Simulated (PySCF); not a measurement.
# C4H10O (1-butanol): the cost of one run

Computed with PySCF 2.14.0 and routines of our own; the level stands in each step. Atoms count from 0.

## 1. The starting structure

15 atoms, charge 0, multiplicity 1; geometry from: GFN2-xTB.

## 2. Geometry optimisation at PBE0-D3(BJ)/def2-TZVP

Job settings and geometry (Å):

```
{"job": {"xc": "PBE0", "basis": "def2-TZVP", "d3": "d3bj", "grid": 2, "kind": "geom"}, "charge": 0, "multiplicity": 1}
C      2.074343     0.012360    -0.164633
C      0.641568     0.446614    -0.448408
C     -0.359682    -0.651131    -0.089480
C     -1.802804    -0.274224    -0.433426
O     -2.327169     0.742834     0.386065
H      2.195965    -0.233169     0.888031
H      2.329806    -0.866001    -0.752779
H      2.772419     0.808060    -0.413711
H      0.426781     1.349291     0.130083
H      0.540504     0.695284    -1.508222
H     -0.106232    -1.562265    -0.634416
H     -0.299069    -0.866192     0.979307
H     -2.458785    -1.133670    -0.275816
H     -1.864548     0.017618    -1.493035
H     -1.767512     1.522582     0.302875
```

Launch:

```sh
$ OMP_NUM_THREADS=1 python excited_run.py task.json out
```

This one command runs all jobs of the session in turn.

**Question.** How long does this first job take on 1 thread of Arm Neoverse V1, shared host, and how much memory does it need?

About 73 s, with a peak of 0.87 GiB.
